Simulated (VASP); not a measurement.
# MoP (P-6m2) in VASP: a series of runs

One crystal, MoP, is run at these levels: PBE+D3(BJ); tasks: relaxation of shape and atoms at fixed volume.

All numbers are computed with VASP 6.6.1; they aren't measurements. Logs are shortened: lines on timing, memory, paths and dates and some standing lists are left out, and cuts for length are marked.

### Step 1. The undisturbed crystal

It takes space group P-6m2 (No. 187, hexagonal). The conventional cell has a = 3.223 Å, b = 3.223 Å, c = 3.191 Å, α = 90.00°, β = 90.00°, γ = 120.00°. Around Mo (site symmetry -6m2) lie 6 P at 2.45 Å. Around P (site symmetry -6m2) lie 6 Mo at 2.45 Å.

### Step 2. Relaxation of shape and atoms at fixed volume, PBE+D3(BJ) (a relaxed cell with its volume scaled by 1.04)

File INCAR:

```
  PREC = Accurate
  ENCUT = 600
  EDIFF = 1E-7
  ISMEAR = 1
  SIGMA = 0.1
  LREAL = F
  LASPH = T
  NELM = 80
  ALGO = Fast
  ISIF = 4
  LWAVE = F
  LCHARG = F
  GGA = PE
  IVDW = 12
  IBRION = 2
  NSW = 40
  EDIFFG = -0.01
```

File KPOINTS:

```
Automatic mesh
0
Gamma
  15 15 11
```

File POSCAR:

```
MoP                                     
1.0
    3.2418180519      0.0000000000      0.0000000000
   -1.6209090259      2.8074967873      0.0000000000
    0.0000000000      0.0000000000      3.2151424030
  Mo              P             
     1     1
Direct
     0.0000000000000000    0.0000000000000000    0.0000000000000000
     0.3333333332999970    0.6666666667000030    0.5000000000000000
```

Potentials or basis: VASP PAW PBE potentials, release 64 (Mo_sv, P).

Command:

```
> cat potpaw_PBE.64/Mo_sv/POTCAR potpaw_PBE.64/P/POTCAR > POTCAR
> mpirun -np 1 vasp_std > vasp.out
```

OUTCAR:

```text
PREC = Accurate
   ENCUT = 600
   EDIFF = 1E-7
   ISMEAR = 1
   LREAL = F
   LASPH = T
   NELM = 80
   ISIF = 4
   GGA = PE
   IVDW = 12
   IBRION = 2
   NSW = 40
   EDIFFG = -0.01
 IVDW          = 12

 ion  position               nearest neighbor table
   1  0.000  0.000  0.000-   2 2.47   2 2.47   2 2.47   2 2.47   2 2.47   2 2.47
   2  0.333  0.667  0.500-   1 2.47   1 2.47   1 2.47   1 2.47   1 2.47   1 2.47

  LATTYP: Found a hexagonal cell.
 ALAT       =     3.2418180519
 C/A-ratio  =     0.9917713923

  Lattice vectors:

 A1 = (   3.2418180519,   0.0000000000,   0.0000000000)
 A2 = (  -1.6209090259,   2.8074967873,   0.0000000000)
 A3 = (   0.0000000000,   0.0000000000,   3.2151424030)

Analysis of symmetry for initial positions (statically):
=====================================================================
 Subroutine PRICEL returns:
 Original cell was already a primitive cell.

 Routine SETGRP: Setting up the symmetry group for a
 hexagonal supercell.

 Subroutine GETGRP returns: Found 12 space group operations
 (whereof 12 operations were pure point group operations)
 out of a pool of 24 trial point group operations.

The static configuration has the point symmetry D_3h.

Analysis of symmetry for dynamics (positions and initial velocities):
=====================================================================
 Subroutine PRICEL returns:
 Original cell was already a primitive cell.

 Routine SETGRP: Setting up the symmetry group for a
 hexagonal supercell.

 Subroutine GETGRP returns: Found 12 space group operations
 (whereof 12 operations were pure point group operations)
 out of a pool of 24 trial point group operations.

The dynamic configuration has the point symmetry D_3h.

 Subroutine INISYM returns: Found 12 space group operations
 (whereof 12 operations are pure point group operations),
 and found     1 'primitive' translations

----------------------------------------------------------------------------------------

                                     Primitive cell

  volume of cell :      29.2623

  direct lattice vectors                    reciprocal lattice vectors
     3.241818052  0.000000000  0.000000000     0.308468885  0.178094594  0.000000000
    -1.620909026  2.807496787  0.000000000     0.000000000  0.356189188  0.000000000
     0.000000000  0.000000000  3.215142403     0.000000000  0.000000000  0.311028214

  length of vectors
     3.241818052  3.241818052  3.215142403     0.356189188  0.356189188  0.311028214

[... 78 lines left out ...]
   ENCUT  =  600.0 eV  44.10 Ry    6.64 a.u.   6.47  6.47  6.42*2*pi/ulx,y,z
   NELM   =     80;   NELMIN=  2; NELMDL= -5     # of ELM steps
   EDIFF  = 0.1E-06   stopping-criterion for ELM
   LREAL  =      F    real-space projection
   EDIFFG = -.1E-01   stopping-criterion for IOM
   NSW    =     40    number of steps for IOM
   IBRION =      2    ionic relax: 0-MD 1-quasi-New 2-CG
   NFREE  =      1    steps in history (QN), initial steepest desc. (CG)
   ISIF   =      4    stress and relaxation
   ISYM   =      2    0-nonsym 1-usesym 2-fastsym
   POTIM  = 0.5000    time-step for ionic-motion
   TEBEG  =    0.0;   TEEND  =   0.0 temperature during run
   PSTRESS=    0.0 pullay stress
   NELECT =      19.0000    total number of electrons
   NUPDOWN=      -1.0000    fix difference up-down
   EMIN   =  10.00;   EMAX   =-10.00  energy-range for DOS
   EFERMI =   0.00;   METHOD = LEGACY
   ISMEAR =     1;   SIGMA  =   0.10  broadening in eV -4-tet -1-fermi 0-gaus
   EFERMI_NEDOS =   21; number of points for ismear=-14 and -15
   IALGO  =     68    algorithm
   IMIX   =      4    mixing-type and parameters
     AMIX     =   0.40;   BMIX     =  1.00
     AMIX_MAG =   1.60;   BMIX_MAG =  1.00
  volume/ion in A,a.u.               =      14.63        98.74
  Fermi-wavevector in a.u.,A,eV,Ry     =   1.417610  2.678894 27.342501  2.009617
  Thomas-Fermi vector in A             =   2.538822
   LORBIT       =      0    0 simple, 1 ext, 2 COOP (PROOUT), +10 PAW based schemes
   GGA     = PE    functional components
   LHFCALC =     F    Hartree Fock is set to
   AEXX    =    0.0000 exact exchange contribution
   IVDW    =    12    specifies the selected vdW correction
   LEPSILON=     F    determine dielectric tensor
   LRPA    =     F    only Hartree local field effects (RPA)
 conjugate gradient relaxation of ions
 non-spin polarized calculation
 RMM-DIIS sequential band-by-band and
 Methfessel and Paxton  Order N= 1 SIGMA  =   0.10
  energy-cutoff  :      600.00
  volume of cell :       29.26
 maximum number of plane-waves:      1003
 NGX is ok and might be reduce to    28
   NGX = 13   NGY = 13   NGZ = 13

--------------------------------------- Ionic step        1  -------------------------------------------

 number of electron      18.9999999 magnetization

 Free energy of the ion-electron system (eV)
  ---------------------------------------------------
  ext. energy  EPLUGINS =         0.00000000
  ---------------------------------------------------
  free energy    TOTEN  =       -17.66528291 eV

  energy without entropy =      -17.66472448  energy(sigma->0) =      -17.66509676

------------------------ aborting loop because EDIFF is reached ----------------------------------------

 Edisp (eV)   -1.23340

 E8    (eV) :    -0.5303
[... 71 lines left out ...]
--------------------------------------- Ionic step        3  -------------------------------------------

 number of electron      19.0000000 magnetization

 Free energy of the ion-electron system (eV)
  ---------------------------------------------------
  ext. energy  EPLUGINS =         0.00000000
  ---------------------------------------------------
  free energy    TOTEN  =       -17.66633193 eV

  energy without entropy =      -17.66587931  energy(sigma->0) =      -17.66618106

 E-fermi :  11.6437     XC(G=0): -12.4969

 val. band max:       11.6434334692   @ k =   0.4000   0.0000   0.0909
 cond. band min:      11.6483824218   @ k =   0.4000   0.2000   0.0909
 fundamental gap:      0.0049489526
 Fermi energy:        11.6437463330

 k-point     1 :       0.0000    0.0000    0.0000
  band No.  band energies     occupation
      1     -49.5795      2.00000
      2     -23.7201      2.00000
      3     -23.5318      2.00000
      4     -23.5318      2.00000
      5      -2.1679      2.00000
      6       7.5686      2.00000
      7       8.3513      2.00000
      8       8.3513      2.00000
      9      10.9716      2.00000
     10      11.9007     -0.00169
     11      11.9007     -0.00169
     12      15.6661      0.00000
     13      15.6661      0.00000
[... 354 lines left out ...]
  band No.  band energies     occupation
      1     -49.5482      2.00000
      2     -23.8073      2.00000
      3     -23.6752      2.00000
      4     -23.6709      2.00000
      5       0.6179      2.00000
      6       4.8568      2.00000
      7       7.1322      2.00000
      8       7.9323      2.00000
      9      10.5077      2.00000
     10      10.8297      2.00000
     11      12.4709     -0.00000
     12      13.2069     -0.00000
     13      17.5700      0.00000

 [... further k-points ...]

------------------------ aborting loop because EDIFF is reached ----------------------------------------

 Edisp (eV)   -1.23344

 E8    (eV) :    -0.5304
[... 25 lines left out ...]
  FREE ENERGIE OF THE ION-ELECTRON SYSTEM (eV)
  ---------------------------------------------------
  free  energy   TOTEN  =       -18.8997750271 eV

  energy  without entropy=      -18.8993224062  energy(sigma->0) =      -18.89962415

 reached required accuracy - stopping structural energy minimisation
```

OSZICAR:

```text
N       E                     dE             d eps       ncg     rms          rms(c)
DAV:   1     0.133704249832E+03    0.13370E+03   -0.10892E+04  4212   0.154E+03
DAV:   2    -0.149047496772E+02   -0.14861E+03   -0.14546E+03  4937   0.381E+02
[... 26 lines left out ...]
DAV:   1    -0.176665560610E+02   -0.24937E-03   -0.10021E-02  4562   0.109E+00    0.878E-02
RMM:   2    -0.176663762235E+02    0.17984E-03   -0.21296E-04  4230   0.137E-01    0.405E-02
RMM:   3    -0.176663308861E+02    0.45337E-04   -0.11804E-04  4214   0.100E-01    0.866E-03
RMM:   4    -0.176663317739E+02   -0.88778E-06   -0.11422E-05  4252   0.355E-02    0.471E-03
RMM:   5    -0.176663318975E+02   -0.12359E-06   -0.21366E-06  4292   0.139E-02    0.880E-04
RMM:   6    -0.176663319324E+02   -0.34918E-07   -0.39038E-07  3221   0.593E-03
   3 F= -.18899775E+02 E0= -.18899624E+02  d E =-.108884E-02
```

It took 1.9 min on 1 thread of Intel Xeon Platinum 8488C (Sapphire Rapids), shared host; peak memory 0.23 GiB.

Results:

```yaml
Free_energy: -18.8998 eV
Energy_gained_by_relaxing: 0.5 meV/atom
Ionic_steps: 3
Pressure_after_relaxing: -8.3 GPa
Band_gap_on_the_k_mesh: none (metal or under the smearing width)
Dispersion_energy_per_atom: -0.617 eV
```

The path:
```csv
step,energy change (eV),largest force (eV/Å),pressure (GPa)
1,0.0000,0.0000,-8.63
2,-0.0011,0.0000,-8.27
3,-0.0011,0.0000,-8.33
```

Final structure:
```
Mo P
1.0
     3.25063    0.00000    0.00000
    -1.62532    2.81513    0.00000
     0.00000    0.00000    3.19773
Mo P
1 1
Direct
  0.00000 0.00000 0.00000
  0.33333 0.66667 0.50000
```

Caveat: pairwise dispersion overbinds metals, which lowers pressure and volume.

### Step 3. Relaxation of shape and atoms at fixed volume, PBE+D3(BJ) (a relaxed cell with its volume scaled by 1.06)

INCAR is that of step 2.

KPOINTS is that of step 2.

File POSCAR:

```
MoP                                     
1.0
    3.2624671312      0.0000000000      0.0000000000
   -1.6312335656      2.8253794146      0.0000000000
    0.0000000000      0.0000000000      3.2356215692
  Mo              P             
     1     1
Direct
     0.0000000000000000    0.0000000000000000    0.0000000000000000
     0.3333333332999970    0.6666666667000030    0.5000000000000000
```

Potentials or basis: VASP PAW PBE potentials, release 64 (Mo_sv, P).

Command:

```
> cat potpaw_PBE.64/Mo_sv/POTCAR potpaw_PBE.64/P/POTCAR > POTCAR
> mpirun -np 1 vasp_std > vasp.out
```

Wall time 2 min (1 thread of Intel Xeon Platinum 8488C (Sapphire Rapids), shared host); peak memory 0.23 GiB.

Results (log left out):

```
Free energy                : -18.8645 eV
Energy gained by relaxing  : 1.2 meV/atom
Ionic steps                : 3
Pressure after relaxing    : -11.9 GPa
Band gap on the k mesh     : none (metal or under the smearing width)
Dispersion energy per atom : -0.605 eV
```

The path:
```tsv
step	energy change (eV)	largest force (eV/Å)	pressure (GPa)
1	0.0000	0.0000	-12.30
2	-0.0023	0.0000	-11.81
3	-0.0024	0.0000	-11.88
```

Final structure:
```
Mo P
1.0
     3.27554    0.00000    0.00000
    -1.63777    2.83670    0.00000
     0.00000    0.00000    3.20984
Mo P
1 1
Direct
  0.00000 0.00000 0.00000
  0.33333 0.66667 0.50000
```

Levels at points of the mesh, in eV from the Fermi level:
```
           k point  band 6  band 7  band 8  band 9  band 10  band 11  band 12  band 13
(0.00, 0.00, 0.00)   -3.95   -3.24   -3.24   -0.64     0.26     0.26     3.94     3.94
```

Caveat: pairwise dispersion overbinds metals, which lowers pressure and volume.
